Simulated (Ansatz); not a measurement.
Theory: DFT PBEsol, scalar-relativistic, plane waves, PAW in Ansatz.

Plane waves to 420 eV, a k mesh through Γ of 8×8×4 on the computed 4-atom cell and Gaussian smearing (0.02 eV); no spin polarisation.

Structure with the computed forces (eV/Å) in the last three columns:

```xyz
4
Lattice="3.5184 -2.2823 0.0000 3.5184 2.2823 0.0000 0.0000 0.0000 9.4275" Properties=species:S:1:pos:R:3:forces:R:3 pbc="T T T" pressure_GPa=15.58
I     3.6896   -1.6157    0.9333   -0.0430    5.1980    7.7460
I     3.3472   -0.6666    5.6471    0.0430   -5.1980    7.7460
I     3.6896    1.6157    8.4942   -0.0430   -5.1980   -7.7460
I     3.3472    0.6666    3.7804    0.0430    5.1980   -7.7460
```

Stress tensor (GPa, compression positive):

```
 0.13  0.00  0.00
 0.00 16.12  0.00
 0.00  0.00 30.50
```

 The cell holds layers, and where no dispersion correction was added their binding is poorly described.